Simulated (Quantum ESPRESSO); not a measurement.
Runs of Quantum ESPRESSO 7.5 on MoS2. Symmetry: P6_3/mmc, No. 194, hexagonal system. Conventional cell: a = 3.169 Å, b = 3.169 Å, c = 12.324 Å, α = 90.00°, β = 90.00°, γ = 120.00°. Around Mo (site symmetry -6m2) lie 6 S at 2.41 Å. S (site symmetry 3m) is surrounded by 3 Mo at 2.41 Å. 

| task | level | potentials or basis | cell | k mesh | cutoff (eV) | form of the LDA correlation | mesh quality | pressure (GPa) | largest force (eV/Å) |
| --- | --- | --- | --- | --- | --- | --- | --- | --- | --- |
| phonons | PBE | JTH 2.0 PBE | relaxed | 8 × 8 × 2, shifted | 707 | - | not flagged | 0.0 | - |
| dielectric tensor | WC | PseudoDojo 0.4.1 SR PBE standard | as given | 4 × 4 × 2, shifted | 1088 | - | coarse | -2.2 | (b) |
| dielectric tensor | PBEsol | PseudoDojo 0.4.1 SR PBEsol standard | as given | 4 × 4 × 2, shifted | 1088 | - | coarse | -3.3 | 0.34 |
| dielectric tensor | PBE | PseudoDojo 0.4.1 SR PBE standard | as given | 4 × 4 × 2, shifted | 1088 | - | coarse | 1.6 | 0.09 |
| dielectric tensor | LDA | PseudoDojo 0.4.1 SR LDA standard | as given | 4 × 4 × 2, shifted | 1088 | PW92 | coarse | (a) | 0.50 |
| dielectric tensor | BLYP | PseudoDojo 0.4.1 SR PBE standard | as given | 4 × 4 × 2, shifted | 1088 | - | coarse | 9.5 | (c) |

Alike in all rows: no spin polarisation; smearing fermi-dirac 0.05 eV.

Question: Fill in the values left out.

Answer: (a) -6.0; (b) 0.21; (c) 0.36.

Caveats: some runs use coarse meshes; this functional lacks dispersion, which binds the layers, so the pressure and a relaxed spacing across them are unreliable (some runs); the cell is more than 3 GPa from zero pressure, which shifts response properties (some runs); the potentials were made for another functional, which shifts forces and pressure (some runs); the layers were relaxed without a dispersion term, so their spacing and the soft interlayer modes are unreliable (some runs); this functional lacks dispersion, which binds the layers, so the pressure and a relaxed spacing across them are unreliable, and here the layers came unbound (some runs).
